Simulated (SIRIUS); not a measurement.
The system is Hf.

```
Hf
1.0
     3.19670    0.00000    0.00000
    -1.59835    2.76842    0.00000
     0.00000    0.00000    5.05780
Hf
2
Direct
  0.66667 0.33333 0.75000
  0.33333 0.66667 0.25000
```

| Item | Value |
| --- | --- |
| Program | SIRIUS 7.10.0 |
| Task | relaxation of cell and atoms |
| Functional | PBEsol |
| Dispersion | D3 |
| Potentials or basis | PseudoDojo 0.4.1 PBE standard (scalar relativistic) |
| Cutoff | 807 eV |
| Density cutoff | 3227 eV |
| k mesh | 5 × 5 × 3 |
| Occupations | fermi-dirac, width 0.05 eV |
| Spin | no spin polarisation |

At the start: pressure -6.7 GPa; volume 22.38 Å³/atom.

Problem. How do energy, volume and symmetry change on relaxing?

Solution. Over 7 steps the energy falls by 30.3 meV/atom and the volume is 21.05 Å³/atom (-5.9 %); space group P6_3/mmc (No. 194, to 0.05 Å).

The path:
```tsv
step	energy change (eV)	largest force (eV/Å)	pressure (GPa)	volume (Å³)
1	0.0000	0.0000	-6.70	44.76
2	-0.0318	0.0000	-4.70	43.87
3	-0.0597	0.0000	0.33	41.96
4	-0.0599	0.0000	0.04	42.06
5	-0.0602	0.0000	-0.16	42.13
6	-0.0605	0.0000	-0.22	42.15
7	-0.0606	0.0000	-0.09	42.11
```

Final structure:
```xyz
2
Lattice="3.1467 0.0000 0.0000 -1.5733 2.7251 0.0000 0.0000 0.0000 4.9102" Properties=species:S:1:pos:R:3 pbc="T T T"
Hf    1.5733    0.9084    3.6827
Hf    0.0000    1.8167    1.2276
```

Caveat: the k mesh is coarse (spacing up to 0.45 Å⁻¹), so the values aren't converged; the potentials were made for another functional, which shifts forces and pressure; pairwise dispersion overbinds metals, which lowers pressure and volume.
